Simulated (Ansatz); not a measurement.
# Ga: changing the functional

It takes space group Cmce (No. 64, orthorhombic). Conventional cell: a = 4.523 Å, b = 7.661 Å, c = 4.524 Å, α = 90.00°, β = 90.00°, γ = 90.00°. Around Ga (site symmetry m) lie 7 Ga at 2.48 to 2.79 Å.

Kept alike: task band structure; k mesh 7 × 7 × 6; occupations fermi-dirac, width 0.05 eV; no spin polarisation. Program: Ansatz, all-electron LAPW, scalar-relativistic. The mesh is that of the run's cell of 4 atoms. No spin-orbit coupling.

```csv
functional,pressure (GPa)
LDA,-3.64
PBE,1.88
PBEsol,-1.55
```

Pressure is positive in compression. For a metal such a mesh leaves the last digits unconverged.

Task: What does the functional change here?

Result: The pressure runs from -3.64 (LDA) to 1.88 GPa (PBE). From PBE: LDA -5.52; PBEsol -3.43.
